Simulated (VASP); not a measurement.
# Nd (P6_3/mmc) in VASP: notebook

The runs below take Nd through single point, with PBEsol.

All numbers are computed with VASP 6.6.1; they aren't measurements. Logs are shortened: lines on timing, memory, paths and dates and some standing lists are left out, and cuts for length are marked.

### Step 1. Starting point

It takes space group P6_3/mmc (No. 194, hexagonal). The conventional cell has a = 3.657 Å, b = 3.657 Å, c = 5.902 Å, α = 90.00°, β = 90.00°, γ = 120.00°. Around Nd (site symmetry -6m2) lie 12 Nd at 3.63 to 3.66 Å.

This isn't the form of Nd at room conditions, which is double hcp.

### Step 2. Single point, PBEsol, collinear spin, ferromagnetic start

INCAR reads:

```
SYSTEM = Nd
  ADDGRID = .FALSE.
  ALGO = Normal
  EDIFF = 1E-6
  ENCUT = 450
  GGA = PS
  ISIF = 2
  ISMEAR = 1
  ISPIN = 2
  LASPH = .TRUE.
  LCHARG = .FALSE.
  LMAXMIX = 6
  LORBIT = 11
  LREAL = .FALSE.
  LWAVE = .FALSE.
  MAGMOM = 3 3
  NBANDS = 25
  NELM = 100
  PREC = Accurate
  SIGMA = 0.05
```

KPOINTS reads:

```
k-points
0
G
  5 5 3
  0 0 0
```

POSCAR reads:

```
Nd
1.0
    3.6570000000      0.0000000000      0.0000000000
   -1.8285000000      3.1670549016      0.0000000000
    0.0000000000      0.0000000000      5.9020000000
Nd
2
Direct
    0.6666666667      0.3333333333      0.7500000000
    0.3333333333      0.6666666667      0.2500000000
```

Potentials or basis: VASP PAW PBE potentials, release 64 (Nd).

Run with:

```console
> cat potpaw_PBE.64/Nd/POTCAR > POTCAR
> mpirun -np 1 vasp_std > vasp.out
```

OUTCAR:

```text
SYSTEM = Nd
   EDIFF = 1E-6
   ENCUT = 450
   GGA = PS
   ISIF = 2
   ISMEAR = 1
   ISPIN = 2
   LASPH = .TRUE.
   LORBIT = 11
   LREAL = .FALSE.
   NELM = 100
   PREC = Accurate

 Found     10 irreducible k-points:

 Following reciprocal coordinates:
            Coordinates               Weight
  0.000000  0.000000  0.000000      1.000000
  0.200000  0.000000  0.000000      6.000000
  0.400000  0.000000  0.000000      6.000000
  0.200000  0.200000  0.000000      6.000000
  0.400000  0.200000  0.000000      6.000000
  0.000000  0.000000  0.333333      2.000000
   k-points           NKPTS =     10   k-points in BZ     NKDIM =     10   number of bands    NBANDS=     25
   number of dos      NEDOS =    301   number of ions     NIONS =      2
   total plane-waves  NPLWV =  32928
   dimension x,y,z NGX =    28 NGY =   28 NGZ =   42
   dimension x,y,z NGXF=    56 NGYF=   56 NGZF=   84
   ions per type =               2
   NGX,Y,Z   is equivalent  to a cutoff of  12.73, 12.73, 11.83 a.u.
   NGXF,Y,Z  is equivalent  to a cutoff of  25.46, 25.46, 23.66 a.u.
 SYSTEM =  Nd
   PREC   = accura    normal or accurate (medium, high low for compatibility)
   ISTART =      0    job   : 0-new  1-cont  2-samecut
   ICHARG =      2    charge: 1-file 2-atom 10-const
   ISPIN  =      2    spin polarized calculation?
   LNONCOLLINEAR =      F non collinear calculations
   LSORBIT =      F    spin-orbit coupling
   LASPH  =      T    aspherical Exc in radial PAW
   ENCUT  =  450.0 eV  33.07 Ry    5.75 a.u.   6.33  6.33 10.21*2*pi/ulx,y,z
   NELM   =    100;   NELMIN=  2; NELMDL= -5     # of ELM steps
   EDIFF  = 0.1E-05   stopping-criterion for ELM
   LREAL  =      F    real-space projection
   EDIFFG = 0.1E-04   stopping-criterion for IOM
   NSW    =      0    number of steps for IOM
   IBRION =     -1    ionic relax: 0-MD 1-quasi-New 2-CG
   NFREE  =      0    steps in history (QN), initial steepest desc. (CG)
   ISIF   =      2    stress and relaxation
   ISYM   =      2    0-nonsym 1-usesym 2-fastsym
   POTIM  = 0.5000    time-step for ionic-motion
   TEBEG  =    0.0;   TEEND  =   0.0 temperature during run
   PSTRESS=    0.0 pullay stress
   NELECT =      28.0000    total number of electrons
   NUPDOWN=      -1.0000    fix difference up-down
   EMIN   =  10.00;   EMAX   =-10.00  energy-range for DOS
   EFERMI =   0.00;   METHOD = LEGACY
   ISMEAR =     1;   SIGMA  =   0.05  broadening in eV -4-tet -1-fermi 0-gaus
   EFERMI_NEDOS =   21; number of points for ismear=-14 and -15
   IALGO  =     38    algorithm
   IMIX   =      4    mixing-type and parameters
     AMIX     =   0.40;   BMIX     =  1.00
     AMIX_MAG =   1.60;   BMIX_MAG =  1.00
  volume/ion in A,a.u.               =      34.18       230.65
  Fermi-wavevector in a.u.,A,eV,Ry     =   1.215815  2.297558 20.112224  1.478207
  Thomas-Fermi vector in A             =   2.351190
   LORBIT       =     11    0 simple, 1 ext, 2 COOP (PROOUT), +10 PAW based schemes
   GGA     = PS    functional components
   LHFCALC =     F    Hartree Fock is set to
   AEXX    =    0.0000 exact exchange contribution
   IVDW    =     0    specifies the selected vdW correction
   LEPSILON=     F    determine dielectric tensor
   LRPA    =     F    only Hartree local field effects (RPA)
 spin polarized calculation
 Methfessel and Paxton  Order N= 1 SIGMA  =   0.05
  energy-cutoff  :      450.00
  volume of cell :       68.36
 maximum number of plane-waves:      1490
 NGX is ok and might be reduce to    28
   NGX = 13   NGY = 13   NGZ = 21

 number of electron      28.0000002 magnetization       7.9914852

 Free energy of the ion-electron system (eV)
  ---------------------------------------------------
  ext. energy  EPLUGINS =         0.00000000
  ---------------------------------------------------
  free energy    TOTEN  =       -13.35498125 eV

  energy without entropy =      -13.35662927  energy(sigma->0) =      -13.35553059

 E-fermi :   4.5224     XC(G=0): -10.0318

 val. band max:        4.5103188276   @ k =   0.2000   0.0000   0.0000
 cond. band min:       4.5317877208   @ k =   0.4000   0.2000   0.0000
 fundamental gap:      0.0214688932
 Fermi energy:         4.5224403828

 spin component 1

 k-point     1 :       0.0000    0.0000    0.0000
  band No.  band energies     occupation
      1     -32.8282      1.00000
      2     -32.6801      1.00000
      3     -14.5864      1.00000
      4     -13.6502      1.00000
      5     -13.6502      1.00000
      6     -13.4876      1.00000
[... 17 lines left out ...]
     24       4.9847     -0.00000
     25       6.1877      0.00000
[... 117 lines left out ...]
      3     -14.3051      1.00000
      4     -13.6942      1.00000
      5     -13.6100      1.00000
      6     -13.6100      1.00000
[... 17 lines left out ...]
     24       4.9159     -0.00000
     25       5.9519      0.00000

 [... further k-points ...]

 spin component 2

 k-point     1 :       0.0000    0.0000    0.0000
  band No.  band energies     occupation
      1     -31.2066      1.00000
      2     -31.0448      1.00000
      3     -13.2755      1.00000
      4     -12.3708      1.00000
      5     -12.3708      1.00000
      6     -12.2016      1.00000
[... 17 lines left out ...]
     24       6.9947      0.00000
     25       7.3588      0.00000
[... 117 lines left out ...]
      3     -12.9762      1.00000
      4     -12.3290      1.00000
      5     -12.3290      1.00000
      6     -12.3230      1.00000
[... 17 lines left out ...]
     24       6.9435      0.00000
     25       7.1987      0.00000

 [... further k-points ...]

------------------------ aborting loop because EDIFF is reached ----------------------------------------

  FORCE on cell =-STRESS in cart. coord.  units (eV):
  Direction    XX          YY          ZZ          XY          YZ          ZX
  --------------------------------------------------------------------------------------
  -------------------------------------------------------------------------------------
  Total       -1.1807677     -1.1807677     -1.5055344      0.0000000     -0.0000000      0.0000000
  in kB      -27.6754884    -27.6754884    -35.2875503      0.0000000     -0.0000000      0.0000000
  external PRESSURE =     -30.2128424 kB  Pullay stress =       0.0000000 kB

 VOLUME and BASIS-vectors are now :
 -----------------------------------------------------------------------------
  energy-cutoff  :      450.00
  volume of cell :       68.36
      direct lattice vectors                 reciprocal lattice vectors
     3.657000000  0.000000000  0.000000000     0.273448182  0.157875381  0.000000000
    -1.828500000  3.167054902  0.000000000     0.000000000  0.315750762  0.000000000
     0.000000000  0.000000000  5.902000000     0.000000000  0.000000000  0.169434090

 POSITION                                       TOTAL-FORCE (eV/Angst)
 -----------------------------------------------------------------------------------
      1.82850      1.05568      4.42650         0.000000     -0.000000      0.000000
     -0.00000      2.11137      1.47550        -0.000000      0.000000      0.000000
 -----------------------------------------------------------------------------------
    total drift:                               -0.000000      0.000000     -0.000000

  FREE ENERGIE OF THE ION-ELECTRON SYSTEM (eV)
  ---------------------------------------------------
  free  energy   TOTEN  =       -13.3549812468 eV

  energy  without entropy=      -13.3566292700  energy(sigma->0) =      -13.35553059

 total charge

# of ion       s       p       d       f       tot
--------------------------------------------------
    1        2.018   5.346   0.550   3.263  11.177
    2        2.018   5.346   0.550   3.263  11.177
--------------------------------------------------
tot          4.036  10.693   1.100   6.527  22.354

 magnetization (x)

# of ion       s       p       d       f       tot
--------------------------------------------------
    1       -0.002  -0.099   0.185   3.237   3.321
    2       -0.002  -0.099   0.185   3.237   3.321
--------------------------------------------------
tot         -0.004  -0.198   0.370   6.474   6.642
```

OSZICAR:

```text
N       E                     dE             d eps       ncg     rms          rms(c)
DAV:   1     0.292823545207E+03    0.29282E+03   -0.89066E+03  1184   0.242E+03
DAV:   2     0.271555182309E+02   -0.26567E+03   -0.25436E+03  1506   0.390E+02
DAV:   3    -0.103232574303E+02   -0.37479E+02   -0.35196E+02  1781   0.197E+02
DAV:   4    -0.141678649062E+02   -0.38446E+01   -0.35958E+01  1932   0.482E+01
[... 12 lines left out ...]
DAV:  63    -0.133549881659E+02    0.39965E-04   -0.12052E-04  1836   0.138E-01    0.150E-01
DAV:  64    -0.133549795538E+02    0.86120E-05   -0.49507E-05  1777   0.743E-02    0.118E-01
DAV:  65    -0.133549791721E+02    0.38179E-06   -0.19272E-05  1655   0.455E-02    0.907E-02
DAV:  66    -0.133549804466E+02   -0.12745E-05   -0.10602E-05  1468   0.322E-02    0.745E-02
DAV:  67    -0.133549812468E+02   -0.80027E-06   -0.20201E-06  1122   0.193E-02
   1 F= -.13354981E+02 E0= -.13355531E+02  d E =0.164802E-02  mag=     7.9918
```

Run time: 1.7 min. Hardware: 1 thread of Intel Xeon 6975P-C (Granite Rapids), shared host; peak memory 0.21 GiB.

The run converged, but some of its settings lie outside the range that counts as converged, so its numbers aren't taken as properties of the crystal.

Results:

```
Free energy                                           : -13.3550 eV
Pressure                                              : -3.0 GPa
Band gap on the k mesh                                : none (metal or under the smearing width)
Net moment                                            : 7.99 μB per cell
Site moments                                          : Nd +3.32 μB
Valence electrons inside the program's atomic spheres : Nd 11.18
```

Caveat: the k mesh is coarse (spacing up to 0.40 Å⁻¹), so the values aren't converged; the magnetic or orbital state may not be the lowest; the PAW data sets were made with another functional, which shifts forces and pressure a little; spin-orbit coupling is left out, which moves the levels of the heavy elements.

### Step 3. Single point, PBEsol, collinear spin, ferromagnetic start

INCAR is that of step 2.

KPOINTS is that of step 2.

POSCAR reads:

```
Nd
1.0
    3.6570000000      0.0000000000      0.0000000000
   -1.8285000000      3.1670549016      0.0000000000
    0.0000000000      0.0000000000      5.9020000000
Nd
2
Direct
    0.6610320000      0.3594110000      0.7523530000
    0.3385870000      0.6732530000      0.2642130000
```

Potentials or basis: VASP PAW PBE potentials, release 64 (Nd).

Run with:

```console
> cat potpaw_PBE.64/Nd/POTCAR > POTCAR
> mpirun -np 1 vasp_std > vasp.out
```

Wall time 5 min (1 thread of Intel Xeon 6975P-C (Granite Rapids), shared host); peak memory 0.26 GiB.

These settings aren't checked as converged: the numbers below hold their error.

What came out:

```yaml
Free_energy: -13.4484 eV
Pressure: -2.5 GPa
Largest_force: 0.109 eV/Å
Band_gap_on_the_k_mesh: none (metal or under the smearing width)
Net_moment: 8.19 μB per cell
Site_moments: Nd +3.36 μB
Valence_electrons_inside_the_program's_atomic_spheres: Nd 11.18
```

Caveat: the k mesh is coarse (spacing up to 0.40 Å⁻¹), so the values aren't converged; the magnetic or orbital state may not be the lowest; the PAW data sets were made with another functional, which shifts forces and pressure a little; spin-orbit coupling is left out, which moves the levels of the heavy elements.

### Step 4. For comparison

An earlier run on the cell as given: functional PBE; potentials or basis VASP PAW PBE potentials, release 64 (Nd); cutoff 520 eV; k mesh 8 × 8 × 5; occupations fermi-dirac, width 0.05 eV; collinear spin, ferromagnetic start; starting moments [3.0, 3.0] μB.

* Pressure: 0.4 GPa
* Band gap on the k mesh: none (metal or under the smearing width)
* Net moment: 8.23 μB per cell
* Site moments: Nd +3.36 μB
* Valence electrons inside the program's atomic spheres: Nd 11.21
